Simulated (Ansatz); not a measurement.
# Ti: enthalpy under pressure, worked through

The calculation used Ansatz, DFT PBEsol, scalar-relativistic, plane waves, PAW. Run with 420 eV cutoff, 12×12×14 k-mesh, Gaussian smearing of 0.10 eV, no spin polarisation.

Starting point, cell and atoms relaxed:

```yaml
crystal:
  lattice:
    - [4.51529, 0.00000, 0.00000]
    - [-2.25765, 3.91036, 0.00000]
    - [0.00000, 0.00000, 2.79879]
  atoms:
    - { symbol: Ti, position: [0.00000, 0.00000, 0.00000] }
    - { symbol: Ti, position: [0.33333, 0.66667, 0.50000] }
    - { symbol: Ti, position: [0.66667, 0.33333, 0.50000] }
```

Cell and atoms were relaxed at each target pressure within the start's symmetry (P6/mmm), at zero temperature; other phases can be more stable under pressure. H = E + PV with P the target; E is the free energy at the smearing used, whose derivative the pressure is, per atom and counted from zero pressure. The mesh named is that at zero pressure; some other pressures ran on another.

```csv
P (GPa),V (Å³/atom),E − E0 (meV),H − H0 (meV)
0,16.472,0.0,0.0
2,16.206,1.6,203.9
5,15.842,9.5,503.9
10,15.307,34.3,989.7
20,14.425,115.3,1916.0
40,13.130,352.7,3630.8
```

Thermodynamics gives dH/dP = V along a relaxed path. Integrate V over P by the trapezoid rule and compare with the computed enthalpies.

With 1 eV/Å³ = 160.22 GPa, each step adds the mean volume times ΔP / 160.22:
```tsv
P (GPa)	∫V dP (meV)	H − H0 (meV)	difference (meV)
2	204.0	203.9	0.0
5	504.0	503.9	0.1
10	990.0	989.7	0.3
20	1917.9	1916.0	1.9
40	3637.8	3630.8	7.0
```

V(P) curves upward, so the trapezoid rule runs high; integrating a smooth curve through the same points puts that excess at about 6.4 meV at 40 GPa, against the 7.0 meV found.

At 40 GPa, how much of the enthalpy change is stored energy and how much is the PV term?

E rises by 353 meV/atom and PV is 40 × 13.130 / 160.22 = 3278 meV/atom, so PV makes 90 % of ΔH. So between rival structures at high pressure a small difference in volume can outweigh the difference in energy: 1 % of this volume is worth 32.8 meV/atom at this pressure.

What bulk modulus do the lowest pressures give, and how is the compression shared among the axes?

From the pressures that the runs reached, -2.00 GPa (16.757 Å³) and 2.00 GPa (16.206 Å³), B = −ΔP/Δln V = 4.00 / 0.0334 = 120 GPa, a mean over that range. The linear compressibilities −Δln(length)/ΔP are 2.91 along a, 2.91 along b, 2.55 along c (in TPa⁻¹). With fixed angles they add up to 1/B: 8.36 against 8.35. Softest: a and b, at 35 % of the volume change per axis.

This form isn't the element's structure at ambient conditions.